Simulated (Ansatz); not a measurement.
CdTe: eigenvalues along the path

```
Cd Te
1.0
     3.02386   -3.05278    0.00000
     3.02386    3.05278    0.00000
     0.00000    0.00000    6.00834
Cd Te
2 2
Direct
  0.27703 0.72297 0.75000
  0.72297 0.27703 0.25000
  0.76614 0.23386 0.75000
  0.23386 0.76614 0.25000
```

Atoms are numbered in the order listed.

The cell is the one relaxed in the Materials Project (mp-1066480), not relaxed further here; entries there can be hypothetical. The listed cell was then made from it by scaling, straining or moving an atom.

No spin–orbit coupling, which matters for the heavy atoms here.

Level of theory: Ansatz 0.2.0, DFT, PBEsol, all-electron LAPW, scalar-relativistic.

The runs use a Γ-centred 9×9×6 k mesh, Fermi–Dirac smearing of 0.05 eV, basis error target 1 meV/atom, no spin polarisation.

Path points, in fractions of the reciprocal vectors: Γ (0.000, 0.000, 0.000), Y (-0.500, 0.500, 0.000), C0 (-0.495, 0.505, 0.000), Σ0 (0.495, 0.495, 0.000), Z (0.000, 0.000, 0.500), A0 (0.495, 0.495, 0.500), E0 (-0.495, 0.505, 0.500), T (-0.500, 0.500, 0.500). Levels in eV from the Fermi level; bands 27 to 51, counted from the lowest band of the run. The gap is zero.

```
# k(1/Å) point b27 b28 b29 b30 b31 b32 b33 b34 b35 b36 b37 b38 b39 b40 b41 b42 b43 b44 b45 b46 b47 b48 b49 b50 b51
0.000 Γ -11.76 -10.84 -8.30 -8.28 -8.26 -8.24 -8.23 -8.23 -8.22 -8.10 -8.10 -7.40 -4.24 -2.18 -2.14 -1.35 -0.50 -0.45 -0.38 0.39 4.15 6.97 7.11 7.15 7.66
0.206 - -11.65 -10.80 -8.30 -8.28 -8.28 -8.24 -8.24 -8.23 -8.22 -8.12 -8.10 -7.46 -4.07 -2.89 -2.44 -1.44 -0.66 -0.63 -0.07 1.75 4.61 5.76 6.29 6.93 6.99
0.412 - -11.38 -10.72 -8.34 -8.31 -8.26 -8.25 -8.24 -8.21 -8.19 -8.17 -8.10 -7.54 -3.62 -3.40 -3.03 -2.42 -1.08 -1.08 1.76 2.35 4.71 5.39 5.39 5.80 6.99
0.617 - -11.09 -10.73 -8.32 -8.28 -8.25 -8.23 -8.18 -8.17 -8.15 -8.15 -8.09 -7.54 -3.64 -3.48 -3.09 -3.00 -1.60 -1.57 0.54 1.84 4.73 5.19 5.71 6.86 7.41
0.823 - -10.92 -10.81 -8.30 -8.29 -8.25 -8.22 -8.12 -8.12 -8.11 -8.09 -7.75 -7.47 -4.08 -3.90 -2.82 -2.41 -1.98 -1.94 -0.81 0.00 4.35 4.51 7.52 8.75 8.90
1.029 Y -10.87 -10.87 -8.31 -8.30 -8.22 -8.21 -8.10 -8.10 -8.09 -8.09 -7.44 -7.41 -4.27 -4.25 -2.14 -2.12 -2.09 -2.08 -1.30 -1.23 4.04 4.22 9.16 9.25 9.48
1.031 - -10.87 -10.87 -8.31 -8.30 -8.22 -8.21 -8.10 -8.10 -8.09 -8.09 -7.44 -7.41 -4.27 -4.24 -2.14 -2.12 -2.09 -2.08 -1.30 -1.23 4.04 4.22 9.16 9.25 9.48
1.033 - -10.87 -10.87 -8.31 -8.30 -8.22 -8.21 -8.10 -8.10 -8.09 -8.09 -7.44 -7.41 -4.27 -4.24 -2.14 -2.12 -2.09 -2.08 -1.30 -1.23 4.04 4.22 9.16 9.25 9.48
1.035 - -10.87 -10.87 -8.31 -8.30 -8.22 -8.21 -8.10 -8.10 -8.09 -8.09 -7.44 -7.41 -4.27 -4.24 -2.14 -2.12 -2.09 -2.08 -1.30 -1.23 4.04 4.22 9.16 9.24 9.48
1.037 - -10.87 -10.87 -8.31 -8.30 -8.22 -8.21 -8.10 -8.10 -8.09 -8.09 -7.44 -7.41 -4.27 -4.24 -2.14 -2.12 -2.09 -2.08 -1.30 -1.23 4.04 4.22 9.16 9.24 9.48
1.039 C0 -10.87 -10.87 -8.31 -8.30 -8.22 -8.21 -8.10 -8.10 -8.09 -8.09 -7.44 -7.42 -4.27 -4.24 -2.14 -2.12 -2.09 -2.08 -1.30 -1.23 4.04 4.22 9.16 9.24 9.48
1.329 - -10.88 -10.82 -8.30 -8.28 -8.27 -8.25 -8.14 -8.14 -8.13 -8.10 -7.77 -7.77 -4.12 -3.83 -2.32 -2.27 -2.24 -2.24 0.23 0.42 4.56 4.91 6.79 6.94 8.69
1.618 - -10.87 -10.77 -8.38 -8.37 -8.27 -8.26 -8.26 -8.23 -8.17 -8.13 -8.06 -8.04 -4.35 -4.02 -2.43 -2.41 -0.77 -0.69 2.48 2.64 4.05 4.15 5.77 6.12 6.32
1.908 - -10.87 -10.77 -8.38 -8.37 -8.27 -8.26 -8.26 -8.23 -8.17 -8.13 -8.06 -8.04 -4.35 -4.02 -2.43 -2.41 -0.77 -0.69 2.48 2.64 4.05 4.15 5.77 6.12 6.32
2.198 - -10.88 -10.82 -8.30 -8.28 -8.27 -8.25 -8.14 -8.14 -8.13 -8.10 -7.77 -7.77 -4.12 -3.83 -2.32 -2.27 -2.24 -2.24 0.23 0.42 4.56 4.91 6.79 6.94 8.69
2.487 Σ0 -10.87 -10.87 -8.31 -8.30 -8.22 -8.21 -8.10 -8.10 -8.09 -8.09 -7.44 -7.42 -4.27 -4.24 -2.14 -2.12 -2.09 -2.08 -1.30 -1.23 4.04 4.22 9.16 9.24 9.48
2.693 - -10.91 -10.81 -8.30 -8.28 -8.26 -8.22 -8.13 -8.12 -8.11 -8.09 -7.76 -7.50 -4.15 -3.79 -2.90 -2.41 -1.99 -1.92 -0.78 0.15 4.15 4.76 7.57 8.63 8.88
2.899 - -11.08 -10.72 -8.33 -8.29 -8.24 -8.23 -8.20 -8.18 -8.16 -8.15 -8.09 -7.58 -3.71 -3.41 -3.12 -3.00 -1.59 -1.53 0.67 2.02 4.55 5.25 6.00 6.77 7.40
3.105 - -11.37 -10.72 -8.35 -8.33 -8.26 -8.26 -8.24 -8.20 -8.19 -8.19 -8.09 -7.57 -3.62 -3.41 -3.09 -2.39 -1.08 -1.03 1.86 2.46 4.78 5.24 5.45 5.86 7.10
3.311 - -11.65 -10.80 -8.31 -8.29 -8.26 -8.26 -8.24 -8.22 -8.21 -8.13 -8.09 -7.47 -4.07 -2.92 -2.44 -1.47 -0.63 -0.61 -0.02 1.73 4.57 6.02 6.17 6.91 7.03
3.517 Γ -11.76 -10.84 -8.30 -8.28 -8.26 -8.24 -8.23 -8.23 -8.22 -8.10 -8.10 -7.40 -4.24 -2.18 -2.14 -1.35 -0.50 -0.45 -0.38 0.39 4.15 6.97 7.11 7.15 7.66
3.621 - -11.73 -10.85 -8.30 -8.28 -8.26 -8.24 -8.23 -8.23 -8.22 -8.10 -8.10 -7.50 -4.13 -2.14 -2.10 -1.23 -0.90 -0.55 -0.43 0.93 4.18 6.81 6.88 7.03 7.26
3.726 - -11.64 -10.88 -8.31 -8.29 -8.26 -8.24 -8.24 -8.22 -8.21 -8.11 -8.11 -7.73 -3.88 -2.04 -1.99 -1.52 -0.87 -0.68 -0.54 1.79 4.28 6.07 6.27 6.77 6.96
3.830 - -11.52 -10.95 -8.34 -8.29 -8.26 -8.24 -8.24 -8.20 -8.20 -8.13 -8.12 -7.99 -3.57 -2.07 -1.86 -1.82 -0.88 -0.83 -0.16 2.55 4.44 5.04 5.77 6.75 7.01
3.935 - -11.36 -11.05 -8.35 -8.28 -8.26 -8.25 -8.24 -8.19 -8.19 -8.18 -8.15 -8.14 -3.26 -2.53 -1.64 -1.60 -1.13 -1.07 0.67 2.50 4.67 4.93 5.34 6.57 7.21
4.039 Z -11.19 -11.19 -8.31 -8.31 -8.27 -8.27 -8.25 -8.25 -8.17 -8.17 -8.17 -8.17 -2.92 -2.92 -1.39 -1.39 -1.34 -1.34 1.63 1.63 4.97 4.97 5.75 5.75 7.44
4.245 - -11.11 -11.11 -8.33 -8.33 -8.30 -8.30 -8.25 -8.25 -8.18 -8.18 -8.14 -8.14 -3.48 -3.48 -1.59 -1.59 -0.73 -0.73 2.09 2.09 5.09 5.09 5.29 5.29 6.62
4.451 - -10.90 -10.90 -8.40 -8.40 -8.32 -8.32 -8.24 -8.24 -8.17 -8.17 -8.10 -8.10 -4.12 -4.12 -2.14 -2.14 -0.10 -0.10 3.12 3.12 4.01 4.01 5.21 5.21 6.06
4.657 - -10.73 -10.73 -8.40 -8.40 -8.29 -8.29 -8.22 -8.22 -8.15 -8.15 -8.01 -8.01 -4.40 -4.40 -2.72 -2.72 -0.51 -0.51 2.48 2.48 4.51 4.51 5.73 5.73 6.60
4.863 - -10.70 -10.70 -8.37 -8.37 -8.24 -8.24 -8.21 -8.21 -8.11 -8.11 -7.76 -7.76 -4.22 -4.22 -3.16 -3.16 -1.96 -1.96 2.47 2.47 4.48 4.48 6.72 6.72 7.11
5.069 A0 -10.71 -10.71 -8.36 -8.36 -8.22 -8.22 -8.22 -8.22 -8.10 -8.10 -7.58 -7.58 -3.52 -3.52 -3.32 -3.32 -3.28 -3.28 2.49 2.49 4.81 4.81 6.71 6.71 6.72
5.358 - -10.68 -10.68 -8.38 -8.38 -8.25 -8.25 -8.22 -8.22 -8.12 -8.12 -7.89 -7.89 -4.65 -4.65 -2.43 -2.43 -1.63 -1.63 2.51 2.51 4.14 4.14 6.54 6.54 7.23
5.648 - -10.62 -10.62 -8.43 -8.43 -8.37 -8.37 -8.31 -8.31 -8.13 -8.13 -8.13 -8.13 -5.21 -5.21 -0.59 -0.59 -0.17 -0.17 3.05 3.05 3.32 3.32 4.35 4.35 5.81
5.938 - -10.62 -10.62 -8.43 -8.43 -8.37 -8.37 -8.31 -8.31 -8.13 -8.13 -8.13 -8.13 -5.21 -5.21 -0.59 -0.59 -0.17 -0.17 3.05 3.05 3.32 3.32 4.35 4.35 5.81
6.227 - -10.68 -10.68 -8.38 -8.38 -8.25 -8.25 -8.22 -8.22 -8.12 -8.12 -7.89 -7.89 -4.65 -4.65 -2.43 -2.43 -1.63 -1.63 2.51 2.51 4.14 4.14 6.54 6.54 7.23
6.517 E0 -10.71 -10.71 -8.36 -8.36 -8.22 -8.22 -8.22 -8.22 -8.10 -8.10 -7.58 -7.58 -3.52 -3.52 -3.32 -3.32 -3.28 -3.28 2.49 2.49 4.81 4.81 6.71 6.71 6.72
6.519 - -10.71 -10.71 -8.36 -8.36 -8.22 -8.22 -8.22 -8.22 -8.10 -8.10 -7.58 -7.58 -3.52 -3.52 -3.32 -3.32 -3.29 -3.29 2.49 2.49 4.82 4.82 6.71 6.71 6.72
6.521 - -10.71 -10.71 -8.36 -8.36 -8.22 -8.22 -8.22 -8.22 -8.10 -8.10 -7.58 -7.58 -3.52 -3.52 -3.32 -3.32 -3.29 -3.29 2.49 2.49 4.82 4.82 6.71 6.71 6.72
6.523 - -10.71 -10.71 -8.36 -8.36 -8.22 -8.22 -8.22 -8.22 -8.10 -8.10 -7.58 -7.58 -3.51 -3.51 -3.32 -3.32 -3.29 -3.29 2.49 2.49 4.82 4.82 6.71 6.71 6.72
6.525 - -10.71 -10.71 -8.36 -8.36 -8.22 -8.22 -8.22 -8.22 -8.10 -8.10 -7.58 -7.58 -3.51 -3.51 -3.32 -3.32 -3.30 -3.30 2.49 2.49 4.82 4.82 6.71 6.71 6.72
6.527 T -10.71 -10.71 -8.36 -8.36 -8.22 -8.22 -8.22 -8.22 -8.10 -8.10 -7.58 -7.58 -3.51 -3.51 -3.32 -3.32 -3.30 -3.30 2.49 2.49 4.82 4.82 6.71 6.71 6.72
```
